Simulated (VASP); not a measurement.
# I (Fmmm) in VASP: a series of runs

One crystal, I, is run at these levels: r2SCAN, MS2, r2SCAN+D4; tasks: relaxation of cell and atoms, relaxation of the atoms.

Program: VASP 6.6.1. These are calculated values, not measurements. Logs are shortened: lines on timing, memory, paths and dates and some standing lists are left out, and cuts for length are marked.

## Step 1: The structure

Symmetry: Fmmm, No. 69, orthorhombic system. The conventional cell has a = 4.384 Å, b = 4.731 Å, c = 7.820 Å, α = 90.00°, β = 90.00°, γ = 90.00°. I (site symmetry mmm) is surrounded by 4 I at 3.23 Å.

## Step 2: Relaxation of cell and atoms, r2SCAN

Input file INCAR:

```
SYSTEM = I
ALGO = Normal
EDIFF = 1E-6
EDIFFG = -0.01
ENCUT = 600
IBRION = 2
ISIF = 3
ISMEAR = 0
LASPH = .True.
LCHARG = .False.
LMIXTAU = .True.
LREAL = .False.
LWAVE = .False.
METAGGA = R2SCAN
NELM = 100
NSW = 60
PREC = Accurate
SIGMA = 0.05
```

Input file KPOINTS:

```
k-points
0
Gamma
  9 9 9
  0 0 0
```

Input file POSCAR:

```
I
1.0
    0.0000000000      2.3656004428      3.9098401324
    2.1922454667      0.0000000000      3.9098401324
    2.1922454667      2.3656004428      0.0000000000
I
1
Direct
    0.0000000000      0.0000000000      0.0000000000
```

Potentials or basis: VASP PAW PBE potentials, release 64 (I).

Launch:

```sh
> cat potpaw_PBE.64/I/POTCAR > POTCAR
> mpirun -np 1 vasp_std > vasp.out
```

OUTCAR:

```text
SYSTEM = I
   EDIFF = 1E-6
   EDIFFG = -0.01
   ENCUT = 600
   IBRION = 2
   ISIF = 3
   ISMEAR = 0
   LASPH = .True.
   LREAL = .False.
   METAGGA = R2SCAN
   NELM = 100
   NSW = 60
   PREC = Accurate

 ion  position               nearest neighbor table
   1  0.000  0.000  0.000-

  LATTYP: Found a face centered orthorhombic cell.
 ALAT       =     4.3844909334
 B/A-ratio  =     1.0790764441
 C/A-ratio  =     1.7834864717

  Lattice vectors:

 A1 = (   0.0000000000,   2.3656004428,   3.9098401324)
 A2 = (   2.1922454667,   0.0000000000,   3.9098401324)
 A3 = (   2.1922454667,   2.3656004428,   0.0000000000)

Analysis of symmetry for initial positions (statically):
=====================================================================
 Subroutine PRICEL returns:
 Original cell was already a primitive cell.

 Routine SETGRP: Setting up the symmetry group for a
 face centered orthorhombic supercell.

 Subroutine GETGRP returns: Found  8 space group operations
 (whereof  8 operations were pure point group operations)
 out of a pool of  8 trial point group operations.

The static configuration has the point symmetry D_2h.

Analysis of symmetry for dynamics (positions and initial velocities):
=====================================================================
 Subroutine PRICEL returns:
 Original cell was already a primitive cell.

 Routine SETGRP: Setting up the symmetry group for a
 face centered orthorhombic supercell.

 Subroutine GETGRP returns: Found  8 space group operations
 (whereof  8 operations were pure point group operations)
 out of a pool of  8 trial point group operations.

The dynamic configuration has the point symmetry D_2h.

 Subroutine INISYM returns: Found  8 space group operations
 (whereof  8 operations are pure point group operations),
 and found     1 'primitive' translations

----------------------------------------------------------------------------------------

                                     Primitive cell

  volume of cell :      40.5527

  direct lattice vectors                    reciprocal lattice vectors
     0.000000000  2.365600443  3.909840132    -0.228076649  0.211362828  0.127882467
     2.192245467  0.000000000  3.909840132     0.228076649 -0.211362828  0.127882467
     2.192245467  2.365600443  0.000000000     0.228076649  0.211362828 -0.127882467

  length of vectors
     4.569782852  4.482498193  3.225214046     0.336224818  0.336224818  0.336224818

  position of ions in fractional coordinates (direct lattice)
     0.000000000  0.000000000  0.000000000

  ion indices of the primitive-cell ions
   primitive index   ion index
                 1           1

----------------------------------------------------------------------------------------

 KPOINTS: k-points

Automatic generation of k-mesh.
 Grid dimensions read from file:
 generate k-points for:    9    9    9

 Generating k-lattice:

  Cartesian coordinates                     Fractional coordinates (reciprocal lattice)
    -0.025341850  0.023484759  0.014209163     0.111111111  0.000000000  0.000000000
     0.025341850 -0.023484759  0.014209163     0.000000000  0.111111111  0.000000000
     0.025341850  0.023484759 -0.014209163     0.000000000  0.000000000  0.111111111

  Length of vectors
     0.037358313  0.037358313  0.037358313

  Shift w.r.t. Gamma in fractional coordinates (k-lattice)
     0.000000000  0.000000000  0.000000000

 Subroutine IBZKPT returns following result:
 ===========================================

 Found    125 irreducible k-points:

 Following reciprocal coordinates:
            Coordinates               Weight
  0.000000  0.000000  0.000000      1.000000
  0.111111  0.000000  0.000000      8.000000
  0.222222  0.000000  0.000000      8.000000
  0.333333  0.000000  0.000000      8.000000
  0.444444  0.000000  0.000000      8.000000
  0.111111  0.111111  0.000000      2.000000
[... 16 lines left out ...]
 -0.333333  0.333333 -0.000000      4.000000
  0.444444  0.444444  0.000000      2.000000
 [... further k-points ...]
   k-points           NKPTS =    125   k-points in BZ     NKDIM =    125   number of bands    NBANDS=      7
   number of dos      NEDOS =    301   number of ions     NIONS =      1
   total plane-waves  NPLWV =  40320
   dimension x,y,z NGX =    40 NGY =   36 NGZ =   28
   dimension x,y,z NGXF=    80 NGYF=   72 NGZF=   56
   ions per type =               1
   NGX,Y,Z   is equivalent  to a cutoff of  14.55, 13.35, 14.43 a.u.
   NGXF,Y,Z  is equivalent  to a cutoff of  29.10, 26.70, 28.87 a.u.
 SYSTEM =  I
   PREC   = accura    normal or accurate (medium, high low for compatibility)
   ISTART =      0    job   : 0-new  1-cont  2-samecut
   ICHARG =      2    charge: 1-file 2-atom 10-const
   ISPIN  =      1    spin polarized calculation?
   LNONCOLLINEAR =      F non collinear calculations
   LSORBIT =      F    spin-orbit coupling
   LASPH  =      T    aspherical Exc in radial PAW
   ENCUT  =  600.0 eV  44.10 Ry    6.64 a.u.   9.13  8.95  6.44*2*pi/ulx,y,z
   NELM   =    100;   NELMIN=  2; NELMDL= -5     # of ELM steps
   EDIFF  = 0.1E-05   stopping-criterion for ELM
   LREAL  =      F    real-space projection
   EDIFFG = -.1E-01   stopping-criterion for IOM
   NSW    =     60    number of steps for IOM
   IBRION =      2    ionic relax: 0-MD 1-quasi-New 2-CG
   NFREE  =      1    steps in history (QN), initial steepest desc. (CG)
   ISIF   =      3    stress and relaxation
   ISYM   =      2    0-nonsym 1-usesym 2-fastsym
   POTIM  = 0.5000    time-step for ionic-motion
   TEBEG  =    0.0;   TEEND  =   0.0 temperature during run
   PSTRESS=    0.0 pullay stress
   NELECT =       7.0000    total number of electrons
   NUPDOWN=      -1.0000    fix difference up-down
   EMIN   =  10.00;   EMAX   =-10.00  energy-range for DOS
   EFERMI =   0.00;   METHOD = LEGACY
   ISMEAR =     0;   SIGMA  =   0.05  broadening in eV -4-tet -1-fermi 0-gaus
   EFERMI_NEDOS =   21; number of points for ismear=-14 and -15
   IALGO  =     38    algorithm
   IMIX   =      4    mixing-type and parameters
     AMIX     =   0.40;   BMIX     =  1.00
     AMIX_MAG =   1.60;   BMIX_MAG =  1.00
  volume/ion in A,a.u.               =      40.55       273.66
  Fermi-wavevector in a.u.,A,eV,Ry     =   0.911523  1.722529 11.304731  0.830874
  Thomas-Fermi vector in A             =   2.035812
   LORBIT       =      0    0 simple, 1 ext, 2 COOP (PROOUT), +10 PAW based schemes
   METAGGA = R2SCAN    functional components
   LHFCALC =     F    Hartree Fock is set to
   AEXX    =    0.0000 exact exchange contribution
   IVDW    =     0    specifies the selected vdW correction
   LEPSILON=     F    determine dielectric tensor
   LRPA    =     F    only Hartree local field effects (RPA)
 conjugate gradient relaxation of ions
 non-spin polarized calculation
 Gauss-broadening in eV      SIGMA  =   0.05
  energy-cutoff  :      600.00
  volume of cell :       40.55
 maximum number of plane-waves:      1376
 NGX is ok and might be reduce to    40
   NGX = 19   NGY = 17   NGZ = 13

--------------------------------------- Ionic step        1  -------------------------------------------

 number of electron       6.9999999 magnetization

 Free energy of the ion-electron system (eV)
  ---------------------------------------------------
  ext. energy  EPLUGINS =         0.00000000
  ---------------------------------------------------
  free energy    TOTEN  =       -24.40062372 eV

  energy without entropy =      -24.39986172  energy(sigma->0) =      -24.40024272

------------------------ aborting loop because EDIFF is reached ----------------------------------------

  FORCE on cell =-STRESS in cart. coord.  units (eV):
  Direction    XX          YY          ZZ          XY          YZ          ZX
  --------------------------------------------------------------------------------------
  -------------------------------------------------------------------------------------
  Total       -0.0183039     -0.0001518      0.0203846     -0.0000000      0.0000000      0.0000000
  in kB       -0.7231615     -0.0059982      0.8053671     -0.0000000      0.0000000      0.0000000
  external PRESSURE =       0.0254025 kB  Pullay stress =       0.0000000 kB
[... 86 lines left out ...]
  FREE ENERGIE OF THE ION-ELECTRON SYSTEM (eV)
  ---------------------------------------------------
  free  energy   TOTEN  =       -24.4006699982 eV

  energy  without entropy=      -24.3998885628  energy(sigma->0) =      -24.40027928

[... ionic steps 4 to 12 ...]

--------------------------------------- Ionic step       13  -------------------------------------------

 number of electron       7.0000000 magnetization

------------------------ aborting loop because EDIFF is reached ----------------------------------------

  FORCE on cell =-STRESS in cart. coord.  units (eV):
  Direction    XX          YY          ZZ          XY          YZ          ZX
  --------------------------------------------------------------------------------------
  -------------------------------------------------------------------------------------
  Total       -0.0118813     -0.0236722     -0.0065019      0.0000000      0.0000000      0.0000000
  in kB       -0.4667334     -0.9299121     -0.2554121      0.0000000      0.0000000      0.0000000
  external PRESSURE =      -0.5506859 kB  Pullay stress =       0.0000000 kB
[... 55 lines left out ...]
  energy  without entropy=      -24.4003887691  energy(sigma->0) =      -24.40065711

--------------------------------------- Ionic step       15  -------------------------------------------

 number of electron       7.0000000 magnetization

 Free energy of the ion-electron system (eV)
  ---------------------------------------------------
  ext. energy  EPLUGINS =         0.00000000
  ---------------------------------------------------
  free energy    TOTEN  =       -24.40092425 eV

  energy without entropy =      -24.40038715  energy(sigma->0) =      -24.40065570

 E-fermi :   3.2548     XC(G=0):  -8.6369

 val. band max:        3.2499996879   @ k =  -0.1111   0.1111   0.1111
 cond. band min:       3.3147878744   @ k =  -0.4444   0.4444   0.1111
 fundamental gap:      0.0647881865
 Fermi energy:         3.2547722178

 k-point     1 :       0.0000    0.0000    0.0000
  band No.  band energies     occupation
      1     -11.2033      2.00000
      2       1.0636      2.00000
      3       4.0238      0.00000
      4       4.4347      0.00000
      5       8.1587      0.00000
      6      11.1626      0.00000
      7      12.1656      0.00000
[... 221 lines left out ...]
 k-point    24 :       0.4444    0.4444    0.0000
  band No.  band energies     occupation
      1     -10.9684      2.00000
      2      -0.9524      2.00000
      3       3.8131      0.00000
      4       4.2496      0.00000
      5      10.6833      0.00000
      6      11.2629      0.00000
      7      14.1422      0.00000

 [... further k-points ...]
[... 5 lines left out ...]
  --------------------------------------------------------------------------------------
  -------------------------------------------------------------------------------------
  Total       -0.0056711     -0.0097648     -0.0087478     -0.0000000      0.0000000      0.0000000
  in kB       -0.2226518     -0.3833721     -0.3434424     -0.0000000      0.0000000      0.0000000
  external PRESSURE =      -0.3164888 kB  Pullay stress =       0.0000000 kB
[... 16 lines left out ...]
  FREE ENERGIE OF THE ION-ELECTRON SYSTEM (eV)
  ---------------------------------------------------
  free  energy   TOTEN  =       -24.4009242503 eV

  energy  without entropy=      -24.4003871466  energy(sigma->0) =      -24.40065570

 reached required accuracy - stopping structural energy minimisation
```

It took 11 min on 1 thread of Intel Xeon 6975P-C (Granite Rapids), shared host; peak memory 0.22 GiB.

What came out:

- Free energy: -24.4009 eV
- Relaxed volume: 40.81 Å³/atom
- Relaxed cell: a = 4.619 Å, b = 4.504 Å, c = 3.222 Å, α = 71.25°, β = 67.41°, γ = 41.34°
- Space group after relaxing (to 0.05 Å): Fmmm (No. 69)
- Energy gained by relaxing: 0.3 meV/atom
- Ionic steps: 15
- Pressure after relaxing: 0.0 GPa
- Band gap on the k mesh: none (metal or under the smearing width)

The path:
```tsv
step	energy change (eV)	largest force (eV/Å)	pressure (GPa)	volume (Å³)
1	0.0000	0.0000	0.00	40.55
2	0.0000	0.0000	-0.05	40.56
3	0.0000	0.0000	-0.01	40.56
4	-0.0001	0.0000	0.04	40.57
5	-0.0001	0.0000	0.03	40.59
6	-0.0001	0.0000	0.02	40.65
7	-0.0002	0.0000	-0.02	40.77
8	-0.0002	0.0000	-0.09	41.02
9	-0.0003	0.0000	-0.06	40.89
10	-0.0003	0.0000	-0.01	40.84
11	-0.0003	0.0000	-0.01	40.84
12	-0.0003	0.0000	-0.02	40.82
13	-0.0003	0.0000	-0.06	40.79
14	-0.0003	0.0000	-0.04	40.80
15	-0.0003	0.0000	-0.03	40.81
```

Final structure:
```
I
1.0
     0.00000    2.39061    3.95190
     2.15979    0.00000    3.95190
     2.15979    2.39061    0.00000
I
1
Direct
  0.00000 0.00000 0.00000
```

Levels at points of the mesh, in eV from the Fermi level:
| k point | band 2 | band 3 | band 4 | band 5 | band 6 | band 7 |
| --- | --- | --- | --- | --- | --- | --- |
| (0.00, 0.00, 0.00) | -2.19 | 0.77 | 1.18 | 4.90 | 7.91 | 8.91 |

Caveat: the PAW data sets were made with another functional, which shifts forces and pressure a little; an odd number of electrons without spin polarisation forces a metal; a magnetic or distorted state may lie lower.

## Step 3: Relaxation of cell and atoms, MS2

Input file INCAR:

```
SYSTEM = I
PREC = Accurate ; ENCUT = 600
EDIFF = 1E-7 ; ISMEAR = 0
SIGMA = 0.05 ; LREAL = .FALSE.
LASPH = .TRUE. ; NELM = 100
ALGO = Normal ; ISIF = 3
LWAVE = .FALSE. ; LCHARG = .FALSE.
METAGGA = MS2 ; LMIXTAU = .TRUE.
IBRION = 2 ; NSW = 40
EDIFFG = -0.01
```

Input file KPOINTS:

```
regular mesh
0
G
  9 9 9
  0 0 0
```

POSCAR is that of step 2.

Potentials or basis: VASP PAW PBE potentials, release 64 (I).

Launch:

```sh
> cat potpaw_PBE.64/I/POTCAR > POTCAR
> mpirun -np 1 vasp_std > vasp.out
```

It took 13 min on 1 thread of Intel Xeon 6975P-C (Granite Rapids), shared host; peak memory 0.24 GiB.

Results (log left out):

```yaml
Free_energy: 3.2631 eV
Relaxed_volume: 40.12 Å³/atom
Relaxed_cell: a = 4.639 Å, b = 4.508 Å, c = 3.186 Å, α = 71.84°, β = 67.42°, γ = 40.74°
Space_group_after_relaxing_to_0.05_Å: Fmmm (No. 69)
Energy_gained_by_relaxing: 5.9 meV/atom
Ionic_steps: 11
Pressure_after_relaxing: 0.0 GPa
Band_gap_on_the_k_mesh: none (metal or under the smearing width)
```

Step by step:
```
step  energy change (eV)  largest force (eV/Å)  pressure (GPa)  volume (Å³)
   1              0.0000                0.0000           -0.85        40.55
   2             -0.0034                0.0000            0.39        39.30
   3             -0.0040                0.0000            0.03        39.63
   4             -0.0042                0.0000            0.03        39.64
   5             -0.0050                0.0000            0.04        39.66
   6             -0.0058                0.0000            0.07        39.69
   7             -0.0058                0.0000            0.06        39.69
   8             -0.0058                0.0000           -0.04        39.91
   9             -0.0058                0.0000           -0.04        39.92
  10             -0.0059                0.0000           -0.02        39.98
  11             -0.0059                0.0000            0.02        40.12
```

Final structure:
```xyz
1
Lattice="0.0000 2.3825 3.9802 2.1156 0.0000 3.9802 2.1156 2.3825 0.0000" Properties=species:S:1:pos:R:3 pbc="T T T"
I     0.0000    0.0000    0.0000
```

Levels at points of the mesh, in eV from the Fermi level:
| k point | band 2 | band 3 | band 4 | band 5 | band 6 | band 7 |
| --- | --- | --- | --- | --- | --- | --- |
| (0.00, 0.00, 0.00) | -2.55 | 0.79 | 1.30 | 4.61 | 7.61 | 8.40 |

Caveat: the PAW data sets were made with another functional, which shifts forces and pressure a little; an odd number of electrons without spin polarisation forces a metal; a magnetic or distorted state may lie lower. The run has no spin-orbit coupling, so splittings on I are missing.

## Step 4: Relaxation of cell and atoms, r2SCAN+D4

Input file INCAR:

```
SYSTEM = I
  ALGO = Normal
  EDIFF = 1E-6
  EDIFFG = -0.02
  ENCUT = 600
  IBRION = 2
  ISIF = 3
  ISMEAR = 0
  IVDW = 13
  LASPH = .True.
  LCHARG = .False.
  LMIXTAU = .True.
  LREAL = .False.
  LWAVE = .False.
  METAGGA = R2SCAN
  NELM = 60
  NSW = 60
  PREC = Accurate
  SIGMA = 0.05
  VDW_A1 = 0.51559235
  VDW_A2 = 5.77342911
  VDW_S6 = 1.0
  VDW_S8 = 0.6018749
```

Input file KPOINTS:

```
k-points
0
Gamma
  9 9 9
  0 0 0
```

POSCAR is that of step 3.

Launch:

```sh
> cat potpaw_PBE.64/I/POTCAR > POTCAR
> mpirun -np 1 vasp_std > vasp.out
```

Wall time 11 min (1 thread of Intel Xeon 6975P-C (Granite Rapids), shared host); peak memory 0.23 GiB.

It converged, with:

```
Free energy                            : -24.5269 eV
Relaxed volume                         : 38.97 Å³/atom
Relaxed cell                           : a = 4.475 Å, b = 4.374 Å, c = 3.209 Å, α = 70.43°, β = 67.07°, γ = 42.50°
Space group after relaxing (to 0.05 Å) : Fmmm (No. 69)
Energy gained by relaxing              : 2.6 meV/atom
Ionic steps                            : 12
Pressure after relaxing                : 0.0 GPa
Band gap on the k mesh                 : none (metal or under the smearing width)
Dispersion energy per atom             : -0.128 eV
```

The path:
| step | energy change (eV) | largest force (eV/Å) | pressure (GPa) | volume (Å³) |
| --- | --- | --- | --- | --- |
| 1 | 0.0000 | 0.0000 | -0.46 | 40.55 |
| 2 | -0.0012 | 0.0000 | -0.03 | 39.87 |
| 3 | -0.0012 | 0.0000 | -0.03 | 39.87 |
| 4 | -0.0018 | 0.0000 | 0.01 | 39.59 |
| 5 | -0.0024 | 0.0000 | 0.08 | 39.15 |
| 6 | -0.0019 | 0.0000 | 0.26 | 38.27 |
| 7 | -0.0025 | 0.0000 | 0.09 | 38.92 |
| 8 | -0.0024 | 0.0000 | 0.17 | 38.66 |
| 9 | -0.0025 | 0.0000 | 0.15 | 38.83 |
| 10 | -0.0025 | 0.0000 | 0.13 | 38.87 |
| 11 | -0.0025 | 0.0000 | -0.15 | 39.11 |
| 12 | -0.0026 | 0.0000 | 0.00 | 38.97 |

Final structure:
```cif
data_structure
_symmetry_space_group_name_H-M 'P 1'
_symmetry_Int_Tables_number 1
_cell_length_a 4.4754
_cell_length_b 4.3744
_cell_length_c 3.2089
_cell_angle_alpha 70.431
_cell_angle_beta 67.069
_cell_angle_gamma 42.501
_cell_volume 38.97
loop_
_atom_site_label
_atom_site_type_symbol
_atom_site_fract_x
_atom_site_fract_y
_atom_site_fract_z
_atom_site_occupancy
I1 I 0.00000 0.00000 0.00000 1
```

Levels at points of the mesh, in eV from the Fermi level:
| k point | band 2 | band 3 | band 4 | band 5 | band 6 | band 7 |
| --- | --- | --- | --- | --- | --- | --- |
| (0.00, 0.00, 0.00) | -2.03 | 0.81 | 1.17 | 5.10 | 7.89 | 9.01 |

Caveat: the PAW data sets were made with another functional, which shifts forces and pressure a little; an odd number of electrons without spin polarisation forces a metal; a magnetic or distorted state may lie lower; pairwise dispersion overbinds metals, which lowers pressure and volume. Spin-orbit coupling is left out, which matters for the levels of I.

(Part 1 of 2 ends here.)
